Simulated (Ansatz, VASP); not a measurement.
**MgO in VASP and in Ansatz**

Contents of INCAR:

```
SYSTEM = MgO
  PREC = Accurate
  ENCUT = 520
  EDIFF = 1E-6
  ISMEAR = 0
  SIGMA = 0.05
  LREAL = .False.
  LASPH = .True.
  NELM = 60
  ALGO = Normal
  ISIF = 2
  LWAVE = .False.
  LCHARG = .False.
  GGA = CA
  NBANDS = 16
```

Contents of KPOINTS:

```
regular mesh
0
Gamma
  9 9 6
  0 0 0
```

POSCAR

```
MgO
1.0
    3.3077869865      0.0000000000      0.0000000000
   -1.6538934933      2.8646275606      0.0000000000
    0.0000000000      0.0000000000      4.9828816700
Mg O
2 2
Direct
    0.3333333333      0.6666666667      0.0021597400
    0.6666666667      0.3333333333      0.5021597400
    0.3333333333      0.6666666667      0.4024402600
    0.6666666667      0.3333333333      0.9024402600
```

Input for Ansatz:

```yaml
crystal:
  lattice:
    - [3.3077869865, 0.0, 0.0]
    - [-1.6538934933, 2.8646275606, 0.0]
    - [0.0, 0.0, 4.98288167]
  atoms:
    - { symbol: Mg, position: [0.3333333333, 0.6666666667, 0.00215974] }
    - { symbol: Mg, position: [0.6666666667, 0.3333333333, 0.50215974] }
    - { symbol: O, position: [0.3333333333, 0.6666666667, 0.40244026] }
    - { symbol: O, position: [0.6666666667, 0.3333333333, 0.90244026] }
basis:
  ecutwfc: 420
kpoints:
  mp_grid: { grid: [9, 9, 6] }
hamiltonian:
  xc: lda
scf:
  occupations: { method: gaussian, width: 0.05 }
output:
  forces: true
  stress: true
  eigenvalues: true
```

Measurements of this composition are mostly on another form, of space group No. 225.

Alike in both runs: task single point; functional LDA; k mesh 9 × 9 × 6; occupations gaussian, width 0.05 eV; no spin polarisation.

```csv
,VASP,Ansatz
version,VASP 6.6.1,Ansatz 0.2.0
potentials or method,"VASP PAW LDA potentials, release 64 (Mg, O)","scalar-relativistic, plane waves, PAW"
plane-wave cutoff (eV),520,420
valence electrons in the cell,16,32
```

Ansatz gave:

```
gap on the k mesh at the Fermi level (eV)       : 3.36
least direct gap on the mesh (eV)               : 3.36
pressure (GPa)                                  : -4.3
largest component of the traceless stress (GPa) : 0.33
rms of the force components (eV/Å)              : 0.023
```

**Question.** What did VASP give for the same quantities?

**Answer.** gap on the k mesh at the Fermi level (eV): 3.36; least direct gap on the mesh (eV): 3.36; pressure (GPa): -5.4; largest component of the traceless stress (GPa): 0.47; rms of the force components (eV/Å): 0.028.

Atom by atom the forces differ by 0.005 eV/Å (rms over components). The two sets of potentials don't hold the same shells in valence.

Caveats: an odd mesh through Γ misses points on the zone boundary, where band edges often lie. A hybrid or GW would open this gap; LDA tends to underestimate it.
